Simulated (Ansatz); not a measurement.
# Quasiparticle gap of Boron (R-3m, 12 atoms a cell)

How far does one-shot GW move the PBE gap of Boron (R-3m, 12 atoms a cell)?

Calculated with Ansatz 0.2.0; PBE, then G0W0 on it, plane waves, PAW.

### Step 1. The structure

Symmetry: R-3m, No. 166, trigonal system. Conventional cell: a = 4.918 Å, b = 4.918 Å, c = 12.581 Å, α = 90.00°, β = 90.00°, γ = 120.00°. B has 6 B at 1.67 to 1.81 Å nearest. Nearest to B lie 5 B at 1.79 to 1.81 Å.

The cell and positions come from the Crystallography Open Database and are kept as given unless a step says otherwise. The default PAW set here is soft_2. Its files were made with PBE.

### Step 2. Bands along the symmetry lines

Levels along a band path and on the mesh show where this functional puts the band edges.

This step: DFT, PBE, plane waves, PAW.

File input.yaml:

```yaml
crystal:
  lattice:
    - [2.45895, 1.4196754444, 4.1935]
    - [-2.45895, 1.4196754444, 4.1935]
    - [0.0, -2.8393508888, 4.1935]
  atoms:
    - { symbol: B, position: [0.01019, 0.65361, 0.01019] }
    - { symbol: B, position: [0.01019, 0.01019, 0.65361] }
    - { symbol: B, position: [0.65361, 0.01019, 0.01019] }
    - { symbol: B, position: [0.98981, 0.34639, 0.98981] }
    - { symbol: B, position: [0.34639, 0.98981, 0.98981] }
    - { symbol: B, position: [0.98981, 0.98981, 0.34639] }
    - { symbol: B, position: [0.22118, 0.6306, 0.22118] }
    - { symbol: B, position: [0.22118, 0.22118, 0.6306] }
    - { symbol: B, position: [0.6306, 0.22118, 0.22118] }
    - { symbol: B, position: [0.77882, 0.3694, 0.77882] }
    - { symbol: B, position: [0.3694, 0.77882, 0.77882] }
    - { symbol: B, position: [0.77882, 0.77882, 0.3694] }
kpoints:
  mp_grid: { grid: [6, 6, 6] }
  band_path:
    path:
      - [[0.0, 0.0, 0.0], [0.5, 0.5, 0.5], [0.7569262560558, 0.2430737439442, 0.5]]
      - [[0.5000000000027, -0.2430737439477, 0.243073743945], [0.5000000000007, -2.447925573948e-12, 1.748498272775e-12], [0.0, 0.0, 0.0], [0.3715368719752, -0.3715368719752, -1.312157074073e-17]]
      - [[0.6284631280293, -1.777564659196e-12, 0.3715368719725], [0.5000000000024, -6.993566221803e-13, 0.4999999999983], [0.0, 0.0, 0.0]]
    npoints: 10
hamiltonian:
  xc: pbe
scf:
  occupations: { method: fermi_dirac, width: 0.02 }
  n_extra_bands: 8
output:
  forces: true
  stress: true
  eigenvalues: true
  write_density: true
  write_potential: true
  elf: true
  volumetric_format: npy
```

Command:

```console
ansatz run input.yaml --threads 3 --pin off --max-ram 64512MiB --backend cuda --events-out ev --progress --plain --runs-dir out --devices 1 --max-vram 24GiB  # rebuilt from the run's record
```

Numbers of over 12 decimals in the logs are rounded to 6 here.

Output:

```text
scf.n_extra_bands = 8 over 18 filled bands (N_el = 36.0): the run solves 26 bands
GPUs: using 1 of 1 available (devices: 1).
Engine: ansatz 0.2.0, x86_64-unknown-linux-gnu
Pseudopotentials: kind: paw
Pseudopotential: B, paw, valence charge 3, recommended cutoff 420 eV (normal), B.paw.azcp
Functional definition: PBE
  parameter kappa = 0.804
  parameter beta = 0.066725
  exchange = pbe_x(kappa = kappa, mu = beta*pi^2/3)
  correlation = pbe_c(beta = beta)
device memory: the entry about to start is reckoned to put 1.5 GiB on a device that reports 75.2 GiB free (of which the cap on the GPU budget leaves the run 24.0 GiB)
GPU FFT provider: cuFFT
GPU libraries: cuBLAS 13.8.1, cuFFT 12.4.0, cuSOLVER 12.3.2
Crystal: 12 atoms, lattice volume = 87.835 Å³
Basis set: ecut = 420 eV, 1731 PW (Γ), exchange–correlation on 72×72×72 points (8 copies of the dense FFT grid, shifted against one another)
Bands: 26, of which v1, the nominal top of the filled ones, is band 18 counted from 1 (17 counted from 0)
Symmetry: 12 space group operations
Space group: R-3m (ITA 166), of the structure as read, at distance tolerance 4.4e-5 Å
k-points: 32 of 216
Non-local potential: B, projectors of the file, l = 0: 2, l = 1: 2, l = 2: 1
PAW form: soft (Blöchl's): semilocal exchange-correlation on the pseudo side does not see the compensation charge
PAW one-centre angular grid: B, 110 points (default); XC on 64 Gauss nodes
Initial density: superposition of atomic densities (neutral atoms: chi_scale 0, normalization atom), corrected by the library's trained network
Initial wavefunctions: pseudopotential atomic-orbital guess
GPU buffer pool allocated for 46656 grid points (all kernels)
GPU transforms: local potential and band sums: pruned to the plane-wave sphere, on 36×36×36
Functional: x = pbe(κ = 0.804, μ = 0.219515), c = pbe(β = 0.066725)
SCF iter   1: F=—  HF=-1870.972930 eV  |F-HF|=—  |Δ(HF+E_count)|=         —  Δρ=6.61e-3  dr2=3.57e-2  ethr=1.77e-3  ⟨swp⟩=7.0  Hψ=4574  notcnv=0
preconditioner: auto → none  [insulator: Δε(μ)=1.494 eV  Ē_g=11.024 eV  σ=0.020 eV  W_gap=1.00  n_scr=14 (ndim 8)  ℏωp=23.8 eV  f_vac=0.000  D(μ)=0.00/eV (n_scr^D=0)  ε∞_Penn≈5.7]
SCF iter   2: F=—  HF=-1870.963181 eV  |F-HF|=—  |Δ(HF+E_count)|=   9.75e-3  Δρ=2.84e-3  dr2=4.24e-3  ethr=9.92e-5  ⟨swp⟩=2.0  Hψ=1773  notcnv=0  defer=64
SCF iter   3: F=—  HF=-1870.963285 eV  |F-HF|=—  |Δ(HF+E_count)|=   1.04e-4  Δρ=7.15e-4  dr2=5.99e-4  ethr=1.18e-5  ⟨swp⟩=2.0  Hψ=1525  notcnv=0  defer=64
SCF iter   4: F=—  HF=-1870.963217 eV  |F-HF|=—  |Δ(HF+E_count)|=   6.87e-5  Δρ=2.90e-4  dr2=4.87e-5  ethr=1.66e-6  ⟨swp⟩=2.0  Hψ=1224  notcnv=0  defer=64
SCF iter   5: F=—  HF=-1870.963282 eV  |F-HF|=—  |Δ(HF+E_count)|=   6.56e-5  Δρ=8.77e-5  dr2=7.91e-6  ethr=1.35e-7  ⟨swp⟩=2.0  Hψ=1268  notcnv=0  defer=64
SCF iter   6: F=-1870.963282 eV  HF=-1870.963282 eV  |F-HF|=5.58e-8  |Δ(HF+E_count)|=   6.10e-8  Δρ=1.40e-5  dr2=9.72e-8  ethr=2.78e-10  ⟨swp⟩=13.1  Hψ=6965  notcnv=0
SCF 1 converged in 6 iterations: F = -1870.963282 eV  dr2 = 9.72e-8
  greatest PAW one-centre occupation: 0.547 electrons in one spin orbital (limit 2), on the B atom at site 5 (counted from 0), in its partial waves of l = 0
device memory: the entry about to start is reckoned to put 2.8 GiB on a device that reports 75.9 GiB free (of which the cap on the GPU budget leaves the run 24.0 GiB)
NSCF: frozen V_eff on 73 k-points, pencils in batches of 32, up to order 116
SCF converged after 6 iterations
Free energy (F): -1870.963282 eV
Harris-Foulkes:  -1870.963282 eV  (|F-HF|=5.58e-8)
Internal energy: -1870.963282 eV  (E = F + TS)
E sigma→0 (E₀):  -1870.963282 eV
Fermi energy:    9.680959 eV
--- Per-component energies (eV) ---
  E_band       = 90.393218
  E_kinetic    = 594.925201
  E_local      = -369.276055  (includes V_loc(G=0)·N_el)
  E_nonlocal   = 135.599113
  E_hartree    = 111.045247
  E_xc         = -388.071186
  E_vxc        = -460.914347  (∫ρ·V_xc dr)
  E_paw        = -943.207541  (= ΣΔE_a)
  E_vpaw       = -32.030963  (= ΣTr[D̂ρ^β])
  E_aug_tail   = -0.000032  (compensation charges beyond the density's cutoff)
  E_ewald      = -1011.978030
  E_smearing   = -0.000000  (= −TS)
  E_closure    = 0.000000  (closes the sum)
  Σ components = -1870.963282   (vs F -1870.963282, Δ=0.00e0)
--- Forces (eV/Å), atoms counted from 1 ---
  atom   1  B     -0.09922735     0.05728894     0.12920610
  atom   2  B      0.00000000    -0.11457788     0.12920610
  atom   3  B      0.09922735     0.05728894     0.12920610
  atom   4  B      0.09922735    -0.05728894    -0.12920610
  atom   5  B     -0.09922735    -0.05728894    -0.12920610
  atom   6  B      0.00000000     0.11457788    -0.12920610
  atom   7  B     -0.09021048     0.05208304    -0.04544693
  atom   8  B      0.00000000    -0.10416609    -0.04544693
  atom   9  B      0.09021048     0.05208304    -0.04544693
  atom  10  B      0.09021048    -0.05208304     0.04544693
  atom  11  B     -0.09021048    -0.05208304     0.04544693
  atom  12  B      0.00000000     0.10416609     0.04544693
  max |Σ_I F_I| component: 4.16e-17 eV/Å
--- Stress (GPa, compression-positive) ---
       -2.837485      -0.000000      -0.000000
       -0.000000      -2.837485       0.000000
       -0.000000       0.000000      -2.047985
  P = ⅓ Tr σ = -2.5743 GPa (-25.743 kbar)
--- Band table (eV; the first three rows and the last of 32) ---
  k-point 0: bands = [... 14 lower, 7.5984, 8.1006, 8.1006, 8.6119, 10.4678, 13.4434, 13.4434, 13.6626, ... 4 higher]
  k-point 1: bands = [... 14 lower, 7.2557, 7.6371, 7.7368, 8.2646, 10.7121, 12.4412, 12.8991, 14.1963, ... 4 higher]
  k-point 2: bands = [... 14 lower, 6.4375, 6.6184, 6.9413, 8.3211, 11.0107, 12.6081, 12.7948, 13.2703, ... 4 higher]
  k-point 31: bands = [... 14 lower, 6.0241, 7.1194, 7.1194, 8.9699, 11.5704, 11.7174, 11.7174, 13.8098, ... 4 higher]
```

Wall time 5.1 s (1 × NVIDIA H100 80GB HBM3 (shared by 3 runs) with 3 threads of AMD EPYC 7R13 (Zen 3), shared host); peak memory 1 GiB; 2.6 s of CPU time.

Reading the cycles: dr2 is the Hartree energy of the density residual (eV), the measure of convergence; HF is the Harris–Foulkes estimate of the energy, which meets the free energy F at convergence.

Numbers from this step:

```
pressure             : -2.574 GPa
filled bands         : 18
gap                  : 1.445 eV
valence top at       : T
conduction bottom at : F
least direct gap     : 1.837 eV
```

Over mesh and path the gap is 1.445 eV, from k = (0.500, 0.500, 0.500) to k = (0.500, 0.000, 0.500). The least direct gap found is 1.837 eV, at k = (0.100, 0.100, 0.100).

The electronic bands at the labelled points (eV, zero at the top of the highest nominally filled band):

```csv
point,band 15,band 16,band 17,band 18,band 19,band 20,band 21,band 22
Γ,-1.37,-0.87,-0.87,-0.36,1.50,4.47,4.47,4.69
halfway,-2.08,-2.03,-2.03,-0.19,1.82,3.89,3.89,4.74
T,-2.95,-1.85,-1.85,0.00,2.60,2.75,2.75,4.84
halfway,-2.38,-2.32,-1.75,-1.40,2.27,3.02,3.33,3.83
H2,-2.45,-2.26,-1.91,-1.77,1.69,2.63,3.03,3.81
jump to H0,-2.45,-2.26,-1.91,-1.77,1.69,2.63,3.03,3.81
halfway,-2.25,-2.12,-2.03,-1.09,1.69,2.72,3.06,4.09
L,-2.66,-1.93,-1.69,-0.63,1.92,3.14,3.60,4.80
halfway,-2.29,-2.12,-1.54,-0.69,2.00,3.30,3.87,4.86
Γ,-1.37,-0.87,-0.87,-0.36,1.50,4.47,4.47,4.69
halfway,-2.71,-1.84,-1.80,-0.99,2.26,2.58,4.34,4.44
S0,-2.72,-2.39,-1.98,-1.71,1.83,2.16,3.09,3.81
jump to S2,-2.72,-2.39,-1.98,-1.71,1.83,2.16,3.09,3.81
halfway,-2.73,-2.30,-2.17,-2.00,1.54,2.36,3.15,3.59
F,-2.91,-2.59,-2.09,-1.93,1.45,2.63,2.77,3.48
halfway,-2.26,-2.08,-1.90,-1.41,2.35,3.02,3.92,4.65
Γ,-1.37,-0.87,-0.87,-0.36,1.50,4.47,4.47,4.69
```

Electrostatic potential energy in the ac plane of the conventional cell at fractional y = 0.096, with atoms of B within 0.2 Å of it. With pseudopotentials it is smooth inside the atoms' cores, unlike the true potential.

Ten even steps from '_' (-43 eV) to '@' (13 eV), each cell a mean:
```
@@@@%%**::::**%%%%++::--##%%
####%%%%####%%@@@@%%**##%%%%
****##%%%%@@@@@@@@@@@@%%%%##
%%%%%%@@@@@@@@@@@@@@@@@@@@%%
@@@@@@@@@@@@@@@@@@@@@@@@@@@@
@@@@@@@@@@@@@@%%%%@@@@@@@@@@
@@@@@@@@@@%%++::::**@@@@@@@@
%%%%%%@@@@%%==____++%%@@@@%%
####%%%%@@@@##****%%@@%%%%%%
%%%%@@@@@@@@@@%%%%@@@@@@@@@@
@@@@@@@@@@@@@@%%%%@@@@@@@@@@
@@@@@@@@@@@@@@%%%%@@@@@@@@@@
@@@@@@@@@@%%++::::**@@@@@@@@
@@@@@@%%%%%%--____==%%%%%%@@
%%%%++::--**##++**##**::::**
%%##--____++%%##%%%%==____==
@@@@##****%%##**##%%##****%%
@@@@@@%%##**##%%%%##**##%%@@
@@@@@@%%++--**%%%%++--**%%@@
@@@@@@%%####%%@@@@%%##%%%%@@
%%##--::==%%@@@@@@@@##--::==
##**..__::##@@@@@@@@**..__::
%%%%**++##%%@@@@@@@@%%**++##
@@@@%%##****%%@@%%##****%%@@
```
Columns run along a (4.9 Å; values clipped at the 3rd and 97th percentile), rows up along c (12.6 Å), edges of the conventional cell, whose origin can differ from the input's. Atoms in or near the plane, at fractional coordinates: B at (0.88, 0.11), B at (0.24, 0.11), B at (0.55, 0.44), B at (0.86, 0.36), B at (0.53, 0.69), B at (0.27, 0.36).

Valence density in the ac plane of the conventional cell at fractional y = 0.096, with atoms of B within 0.2 Å of it. It is the smooth field of the valence electrons, not physical close to the nuclei.

Ten even steps from '0' (0.03 e/Å³) to '9' (0.84 e/Å³), each cell a mean:
```
22479863469863
66788632247887
99864210013578
55432100001234
11111000001111
00001123321100
11112356653111
44333575674333
66533456653345
33322234432223
00000134421000
00000247741000
00001378863100
11234685686421
44568988889765
56658976689766
23468887788864
01246888888631
00247776677641
22479743358973
67789621137987
99857520126758
55688631136876
22369853358853
```
Columns run along a (4.9 Å), rows up along c (12.6 Å), edges of the conventional cell, whose origin can differ from the input's. Atoms in or near the plane, at fractional coordinates: B at (0.88, 0.11), B at (0.24, 0.11), B at (0.55, 0.44), B at (0.86, 0.36), B at (0.53, 0.69), B at (0.27, 0.36).

(Continued in part 2 of 2.)

[Paths, hosts, dates, memory and timing lines, banners, echoed tables and standing remarks are left out of the program output.]

[Logs are printed without paths, hosts, clocks, repeated set-up lines and the standing remarks that a program may print on its own settings, such as how far it seeks lower states.]

[Runs of the session that timed out or met a known fault of the program may be left out.]

[Cells called generated may have been cut or substituted from an entry of the Crystallography Open Database or the Materials Project.]

[Hosts, paths, dates, database ids (printed as entryN), source tags and the programs' standing remarks are cut or masked in the printed files.]

[Where an RPA ε∞ is given, it is that of the G0W0 mesh and is not shown converged in it. Names of k-points follow the symmetry that the program found, which can be lower than the space group named. Band edges on a path are those of the sampled points; other points can move an edge, and change direct to indirect where valleys lie close.]

[Hybrid gaps are those of their k-mesh and are not shown converged in it.]
